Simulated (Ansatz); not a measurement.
# NiO (Fm-3m) in Ansatz: a series of runs

Aim: see how the results for NiO move with the level of theory and the settings. Levels: LDA+U, PBE+U. Tasks: single point.

Everything below comes from runs of Ansatz 0.2.0. Logs are shortened: lines on timing, memory, paths and dates and some standing lists are left out, and cuts for length are marked.

## (1) The cell of the first run

Symmetry: Fm-3m, No. 225, cubic system. The conventional cell has a = 4.183 Å, b = 4.183 Å, c = 4.183 Å, α = 90.00°, β = 90.00°, γ = 90.00°. Ni (site symmetry m-3m) is surrounded by 6 O at 2.09 Å. O (site symmetry m-3m) has 6 Ni at 2.09 Å as nearest neighbours.

## (2) Single point, LDA+U, collinear spin, antiferromagnetic start (another cell of the same crystal, with 4 atoms)

The input, input.yaml:

```yaml
crystal:
  lattice:
    - [4.18261902, 2.09130951, 2.09130951]
    - [2.09130951, 4.18261902, 2.09130951]
    - [2.09130951, 2.09130951, 4.18261902]
  atoms:
    - { symbol: Ni, position: [0.0, 0.0, 0.0], spin: 1.0 }
    - { symbol: Ni, position: [0.5, 0.5, 0.5], spin: -1.0 }
    - { symbol: O, position: [0.25, 0.25, 0.25] }
    - { symbol: O, position: [0.75, 0.75, 0.75] }
hamiltonian:
  xc: lda
  pseudopotentials: { kind: paw }
  hubbard: { sites: [{ species: Ni, l: d, u_eff: 8.0 }] }
magnetization:
  spin_polarized: true
kpoints:
  mp_grid: { grid: [7, 7, 7] }
scf:
  occupations: { method: gaussian, width: 0.05 }
output:
  forces: true
  stress: true
  eigenvalues: true
  write_density: true
  write_potential: true
  elf: true
  volumetric_format: npy
```

Potentials or basis: Ansatz PAW.

The run is started by

```bash
ansatz run input.yaml --threads 2 --pin off --max-ram 5632MiB --backend cpu --events-out ev --progress --plain --runs-dir out
```

What it wrote:

```text
Warning: RAYON_NUM_THREADS=2 ignored (pool sized by the plan → 2); use --threads N
basis.fft_grid_basis auto: the FFT boxes are laid along the combinations [[1, -1, 0], [0, 1, 0], [0, -1, 1]] of the cell's own vectors, 2.958, 5.123 and 2.958 Å long. The dense box has 20×36×20 points. Along the cell's own vectors, as sized, it would have 36×36×36, 3.24 times as many. Of the 12 symmetry operations that the crystal satisfies within crystal.symmetry.tolerance (time reversal apart; of a slab, those that keep its plane) the dense box along the cell's own vectors carries 12, and the one as laid loses 8 of those. basis.fft_grid_basis: typed keeps the cell's own vectors: state it where this run's energies or levels are differenced outside the engine with another run's, or held beside a run that keeps those vectors. Those combinations have planes normal to reciprocal vector 3, as the cell's own vectors have. Each planar average written beside output.write_density, output.write_potential has a row for each plane of the box: 20. The volumetric files lie along those combinations, not along the cell's own vectors: a cube or XSF file states them, and fields.json those of NumPy files.
Ni: projections on atomic orbitals take those of the free atom [Ne] 3s2 3p6 3d8 4s2, of charge +0.00 (hamiltonian.pseudopotentials.projection_atoms); the dataset's partial waves leave at most 1.6e-6 of an orbital's norm unspanned inside its sphere
O: projections on atomic orbitals take those of the free atom [He] 2s2 2p4, of charge +0.00 (hamiltonian.pseudopotentials.projection_atoms); the dataset's partial waves leave at most 1.9e-8 of an orbital's norm unspanned inside its sphere
Engine: ansatz 0.2.0, aarch64-unknown-linux-gnu
Pseudopotentials: kind: paw
Pseudopotential: Ni, paw, valence charge 18, recommended cutoff 420 eV (normal), Ni.paw.azcp
Pseudopotential: O, paw, valence charge 6, recommended cutoff 420 eV (normal), O.paw.azcp
Functional definition: SPW92
  exchange = slater_x
  correlation = pw_c
Crystal: 4 atoms, lattice volume = 36.586 Å³
Basis set: ecut = 420 eV, 707 PW (Γ), FFT grids on a1−a2, a2, −a2+a3
Bands: 30, of which v1, the nominal top of the filled ones, is band 24 counted from 1 (23 counted from 0)
Symmetry: 12 space group operations
Space group: R-3m (ITA 166), of the structure as read, at distance tolerance 3.3e-5 Å
Magnetic group: BNS 166.102 (UNI 1332), of the structure as read, at distance tolerance 3.3e-5 Å
k-points: 44 of 343
Non-local potential: Ni, projectors of the file, l = 0: 3, l = 1: 2, l = 2: 3, l = 3: 1
Non-local potential: O, projectors of the file, l = 0: 2, l = 1: 2, l = 2: 1
PAW form: soft (Blöchl's): semilocal exchange-correlation on the pseudo side does not see the compensation charge
PAW frozen core: Ni, regenerated for the run's functional, and the local potential with it (the file was generated under x = pbe(κ = 0.804, μ = 0.2195149727645171), c = pbe(β = 0.06672455060314922))
PAW frozen core: O, regenerated for the run's functional, and the local potential with it (the file was generated under x = pbe(κ = 0.804, μ = 0.2195149727645171), c = pbe(β = 0.06672455060314922))
PAW one-centre angular grid: Ni, 590 points (default); XC on 64 Gauss nodes
PAW one-centre angular grid: O, 110 points (default); XC on 64 Gauss nodes
Initial density: superposition of atomic densities (chi_scale 0.1, normalization cell, long waves kept (reshape's long-wave potential 0.00 eV rms))
Starting moments: Σ|m| = 2 μB on 2 of 4 sites
Starting magnetic order: antiferromagnet; a translation exchanges its spin sublattices: spin-degenerate at every k-point
Initial wavefunctions: pseudopotential atomic-orbital guess
Functional: x = slater, c = lda
[... 31 lines left out ...]
iter 1 solved again at ethr=3.00e-12 eV; its pass at ethr=2.08e-6 eV (dr2=1.44e-9 eV) is discarded
SCF iter   1: F=—  HF=-12651.166916 eV  |F-HF|=—  |Δ(HF+E_count)|=         —  Δρ=3.85e-6 (↑3.85e-6 ↓3.85e-6)  dr2=1.44e-9  dr2_m=4.14e-9  M=0.000 μB ∫|m|=3.590 μB  ethr=3.00e-12  ⟨swp⟩=1.0  Hψ=27286  notcnv=0
preconditioner: auto → none  [insulator: Δε(μ)=3.183 eV  Ē_g=13.815 eV  σ=0.050 eV  W_gap=1.00  n_scr=16 (ndim 8)  ℏωp=34.7 eV  f_vac=0.000  D(μ)=0.00/eV (n_scr^D=0)  ε∞_Penn≈7.3]
SCF converged after 18 iterations
Magnetization: 0.0000 μB (24.0000 up, 24.0000 down)
Absolute magnetization: 3.5875 μB (∫|ρ↑−ρ↓|, with the PAW one-centre terms)
Spin contamination: 1.9300 ħ² per cell (⟨S²⟩ above its minimum at these occupations)
Per-site moments (μB) at R_I (Å): [(1.6738532925032676, 0.8626651728749998), (-1.6738532925032676, 0.862665172875), (9.753343356114145e-17, 0.862665172875), (-7.842208068386067e-17, 0.8626651728749998)]
Free energy (F): -12651.166916 eV
Harris-Foulkes:  -12651.166916 eV  (|F-HF|=1.68e-9)
Internal energy: -12651.166916 eV  (E = F + TS)
E sigma→0 (E₀):  -12651.166916 eV
Fermi energy:    14.052713 eV
--- Per-component energies (eV) ---
  E_band       = -742.836582
  E_kinetic    = 898.701242
  E_local      = -7990.208788  (includes V_loc(G=0)·N_el)
  E_nonlocal   = 1387.624379
  E_hartree    = 3271.983723
  E_xc         = -308.976948
  E_vxc        = -398.664619  (∫ρ·V_xc dr)
  E_hubbard    = 2.198320  (on-site DFT+U / exact-exchange correction)
  E_vhub       = -61.800053  (the Hubbard potential's part of the band-sum identity)
  E_paw        = -3420.791807  (= ΣΔE_a)
  E_vpaw       = -1122.459119  (= ΣTr[D̂ρ^β])
  E_aug_tail   = 0.005681  (compensation charges beyond the density's cutoff)
  E_ewald      = -6492.764802
  E_core_change = 1.062084  (= ΣΔE_core)
  E_smearing   = -0.000000  (= −TS)
  E_closure    = 0.000000  (closes the sum)
  Σ components = -12651.166916   (vs F -12651.166916, Δ=0.00e0)
--- Forces (eV/Å), atoms counted from 1 ---
  atom   1  Ni    -0.00000000     0.00000000    -0.00000000
  atom   2  Ni     0.00000000     0.00000000     0.00000000
  atom   3  O     -0.00000000    -0.00000000    -0.00000000
  atom   4  O      0.00000000     0.00000000     0.00000000
  max |Σ_I F_I| component: 1.01e-28 eV/Å
--- Stress (GPa, compression-positive) ---
       -7.046076      -0.106803      -0.106803
       -0.106803      -7.046076      -0.106803
       -0.106803      -0.106803      -7.046076
  P = ⅓ Tr σ = -7.0461 GPa (-70.461 kbar)
--- Band table (eV; the first three rows and the last of 88) ---
  k-point 0 ↑: bands = ["-90.3988", "-88.3370", "-51.1919", "-51.1772", "-51.1772", "-49.1932", "-49.1780", "-49.1780", "-5.6022", "-4.0617", "4.7523", "5.5164", "5.5164", "6.9237", "6.9237", "7.2455", "8.1874", "8.1874", "9.8548", "11.6158", "11.6158", "11.6201", "11.6380", "11.6380", "15.6437", "16.7959", "16.7959", "19.4938", "24.1060", "27.7289"]
  k-point 1 ↑: bands = ["-90.3982", "-88.3365", "-51.1914", "-51.1815", "-51.1783", "-49.1927", "-49.1828", "-49.1792", "-5.3774", "-4.0584", "5.0487", "5.5807", "5.5809", "6.7583", "6.9346", "7.2980", "7.9306", "8.2723", "9.8119", "10.3602", "11.1737", "11.2335", "11.9133", "11.9478", "16.3387", "16.7516", "17.1042", "20.6806", "23.7668", "26.3567"]
  k-point 2 ↑: bands = ["-90.3973", "-88.3354", "-51.1911", "-51.1901", "-51.1807", "-49.1937", "-49.1915", "-49.1819", "-4.8335", "-4.0257", "5.3418", "5.6613", "6.1518", "6.1992", "7.0883", "7.1860", "7.4479", "8.4303", "9.4027", "9.8812", "10.4977", "10.7045", "11.6120", "11.9770", "16.3532", "16.6832", "19.2715", "22.5710", "23.0723", "24.7606"]
  k-point 43 ↓: bands = ["-90.3979", "-88.3362", "-51.1913", "-51.1815", "-51.1783", "-49.1928", "-49.1828", "-49.1792", "-4.8298", "-4.7104", "5.3616", "5.6344", "6.0920", "6.6841", "6.9902", "7.1738", "7.6317", "8.0989", "9.4244", "10.1759", "10.9943", "11.1983", "11.7766", "12.1729", "16.1761", "16.7149", "19.2532", "19.3838", "25.8379", "26.3001"]
Occupation matrices written to <dir>
```

rho_z.tsv:

```text
# z_ang	rho[e/angstrom^3]	rho_spin[e/angstrom^3]
# format = ansatz-planar-average/11
# lattice	4.182619020	2.091309510	2.091309510
# lattice	2.091309510	4.182619020	2.091309510
# lattice	2.091309510	2.091309510	4.182619020
# sites	4
# site	28	0.000000000	0.000000000	0.000000000
# site	28	4.182619020	4.182619020	4.182619020
# site	8	2.091309510	2.091309510	2.091309510
# site	8	6.273928530	6.273928530	6.273928530
0.000000	1.940472e0	1.878304e-1
0.256132	1.776279e0	1.598949e-1
0.512264	1.414152e0	1.022779e-1
0.768396	1.083893e0	5.328874e-2
1.024528	8.955550e-1	2.178425e-2
1.280660	8.395422e-1	2.767848e-17
1.536792	8.955550e-1	-2.178425e-2
1.792924	1.083893e0	-5.328874e-2
2.049056	1.414152e0	-1.022779e-1
2.305189	1.776279e0	-1.598949e-1
2.561321	1.940472e0	-1.878304e-1
2.817453	1.776279e0	-1.598949e-1
3.073585	1.414152e0	-1.022779e-1
3.329717	1.083893e0	-5.328874e-2
3.585849	8.955550e-1	-2.178425e-2
3.841981	8.395422e-1	-2.035409e-17
4.098113	8.955550e-1	2.178425e-2
4.354245	1.083893e0	5.328874e-2
4.610377	1.414152e0	1.022779e-1
4.866509	1.776279e0	1.598949e-1
```

v_z.tsv:

```text
# z_ang	v_es[eV]	v_tot_up[eV]	v_tot_dn[eV]
# format = ansatz-planar-average/11
# xc	lda
# density_cutoff_ev	1680
# datasets	Ni=:simpson_from_first_knot:soft:shift=-2658411	O=:simpson_from_first_knot:soft:shift=-566719
# lattice	4.182619020	2.091309510	2.091309510
# lattice	2.091309510	4.182619020	2.091309510
# lattice	2.091309510	2.091309510	4.182619020
# sites	4
# site	28	0.000000000	0.000000000	0.000000000
# site	28	4.182619020	4.182619020	4.182619020
# site	8	2.091309510	2.091309510	2.091309510
# site	8	6.273928530	6.273928530	6.273928530
0.000000	6.042223e0	-6.596873e0	-6.446453e0
0.256132	5.822706e0	-6.813043e0	-6.673116e0
0.512264	5.552726e0	-7.072330e0	-6.961735e0
0.768396	5.496691e0	-7.112400e0	-7.041957e0
1.024528	5.461961e0	-7.130364e0	-7.098647e0
1.280660	5.444008e0	-7.133021e0	-7.133021e0
1.536792	5.461961e0	-7.098647e0	-7.130364e0
1.792924	5.496691e0	-7.041957e0	-7.112400e0
2.049056	5.552726e0	-6.961735e0	-7.072330e0
2.305189	5.822706e0	-6.673116e0	-6.813043e0
2.561321	6.042223e0	-6.446453e0	-6.596873e0
2.817453	5.822706e0	-6.673116e0	-6.813043e0
3.073585	5.552726e0	-6.961735e0	-7.072330e0
3.329717	5.496691e0	-7.041957e0	-7.112400e0
3.585849	5.461961e0	-7.098647e0	-7.130364e0
3.841981	5.444008e0	-7.133021e0	-7.133021e0
4.098113	5.461961e0	-7.130364e0	-7.098647e0
4.354245	5.496691e0	-7.112400e0	-7.041957e0
4.610377	5.552726e0	-7.072330e0	-6.961735e0
4.866509	5.822706e0	-6.813043e0	-6.673116e0
```

It took 8.9 s on 2 threads of Arm Neoverse V1, shared host; peak memory 0.66 GiB.

Results:

| Quantity | Value |
| --- | --- |
| Free energy | -12651.1669 eV |
| Pressure | -7.0 GPa |
| Band gap on the k mesh | 3.18 eV |
| Net moment | 0.00 μB per cell |
| Absolute moment | 3.59 μB per cell |
| Site moments | Ni +1.67, -1.67; O +0.00, -0.00 μB |

Stress tensor (GPa, compression positive):
```
-7.05 -0.11 -0.11
-0.11 -7.05 -0.11
-0.11 -0.11 -7.05
```

Levels at points of the mesh, in eV from the valence-band top:
Spin up:
| k point | band 20 | band 21 | band 22 | band 23 | band 24 | band 25 | band 26 | band 27 | band 28 | band 29 |
| --- | --- | --- | --- | --- | --- | --- | --- | --- | --- | --- |
| (0.00, 0.00, 0.00) | -0.84 | -0.84 | -0.84 | -0.82 | -0.82 | 3.18 | 4.34 | 4.34 | 7.03 | 11.65 |
Spin down:
```csv
k point,band 20,band 21,band 22,band 23,band 24,band 25,band 26,band 27,band 28,band 29
"(0.00, 0.00, 0.00)",-0.84,-0.84,-0.84,-0.82,-0.82,3.18,4.34,4.34,7.03,11.65
```

Eigenvalues of the final occupation matrices:
| site | spin | trace | eigenvalues |
| --- | --- | --- | --- |
| site 1 | 1 | 4.99 | 1.00 1.00 1.00 1.00 1.00 |
| site 1 | 2 | 3.29 | 0.15 0.15 1.00 1.00 1.00 |
| site 2 | 1 | 3.29 | 0.15 0.15 1.00 1.00 1.00 |
| site 2 | 2 | 4.99 | 1.00 1.00 1.00 1.00 1.00 |

Caveat: the magnetic or orbital state may not be the lowest; odd divisions of the mesh miss points on the zone boundary, where band edges often lie, so the gap on the mesh can be too wide; the pressure holds a Pulay correction of +0.9 GPa for the finite cutoff; the PAW data sets come from PBE, with cores solved anew for the run's functional, which leaves a small shift of forces and pressure.

## (3) Single point, PBE+U, collinear spin, antiferromagnetic start (another cell of the same crystal, with 4 atoms)

The input, input.yaml:

```yaml
crystal:
  lattice:
    - [0.0, 2.09130951, 2.09130951]
    - [2.09130951, 0.0, 2.09130951]
    - [4.18261902, 4.18261902, 0.0]
  atoms:
    - { symbol: Ni, position: [0.0, 0.0, 0.0], spin: 1.0 }
    - { symbol: Ni, position: [0.0, 0.0, 0.5], spin: -1.0 }
    - { symbol: O, position: [0.5, 0.5, 0.25] }
    - { symbol: O, position: [0.5, 0.5, 0.75] }
hamiltonian:
  xc: pbe
  pseudopotentials: { kind: paw }
  hubbard: { sites: [{ species: Ni, l: d, u_eff: 7.0 }] }
magnetization:
  spin_polarized: true
kpoints:
  mp_grid: { grid: [8, 8, 8] }
scf:
  occupations: { method: gaussian, width: 0.05 }
output:
  forces: true
  stress: true
  eigenvalues: true
```

Potentials or basis: Ansatz PAW.

The run is started by

```bash
ansatz run input.yaml --threads 2 --pin off --max-ram 5632MiB --backend cpu --events-out ev --progress --plain --runs-dir out
```

It took 13 s on 2 threads of Arm Neoverse V1, shared host; peak memory 0.82 GiB.

It converged, with:

```yaml
Free_energy: -12809.3543 eV
Pressure: 10.8 GPa
Band_gap_on_the_k_mesh: 3.13 eV
Net_moment: 0.00 μB per cell
Absolute_moment: 3.63 μB per cell
Site_moments: Ni +1.69, -1.69; O -0.00, +0.00 μB
```

Stress tensor (GPa, compression positive):
```
10.82 -0.09  0.09
-0.09 10.82  0.09
 0.09  0.09 10.82
```

Levels at points of the mesh, in eV from the valence-band top:
Spin up:
| k point | band 20 | band 21 | band 22 | band 23 | band 24 | band 25 | band 26 | band 27 | band 28 | band 29 |
| --- | --- | --- | --- | --- | --- | --- | --- | --- | --- | --- |
| (0.00, 0.00, 0.00) | -0.89 | -0.89 | -0.88 | -0.79 | -0.79 | 3.13 | 4.53 | 4.53 | 7.07 | 11.75 |
| (0.00, 0.00, -0.50) | -2.29 | -1.51 | -1.51 | 0.00 | 0.00 | 4.35 | 4.35 | 5.88 | 6.01 | 13.59 |
| (0.00, -0.50, 0.00) | -2.41 | -2.28 | -2.28 | -0.69 | -0.53 | 4.68 | 4.81 | 7.07 | 7.58 | 11.76 |
| (0.00, -0.50, -0.50) | -2.63 | -2.22 | -1.96 | -1.28 | -0.62 | 4.41 | 4.43 | 8.97 | 9.20 | 11.26 |
Spin down:
```csv
k point,band 21,band 22,band 23,band 24,band 25,band 26,band 27,band 28
"(0.00, 0.00, 0.00)",-0.89,-0.88,-0.79,-0.79,3.13,4.53,4.53,7.07
"(0.00, 0.00, -0.50)",-1.51,-1.51,0.00,0.00,4.35,4.35,5.88,6.01
"(0.00, -0.50, 0.00)",-2.28,-2.28,-0.69,-0.53,4.68,4.81,7.07,7.58
"(0.00, -0.50, -0.50)",-2.22,-1.96,-1.28,-0.62,4.41,4.43,8.97,9.20
```

Eigenvalues of the final occupation matrices:
```csv
site,spin,trace,eigenvalues
site 1,1,4.99,1.00 1.00 1.00 1.00 1.00
site 1,2,3.27,0.14 0.14 1.00 1.00 1.00
site 2,1,3.27,0.14 0.14 1.00 1.00 1.00
site 2,2,4.99,1.00 1.00 1.00 1.00 1.00
```

Caveat: the magnetic or orbital state may not be the lowest; the pressure holds a Pulay correction of +0.7 GPa for the finite cutoff. The state reached can hang on the start; a lower one may exist.
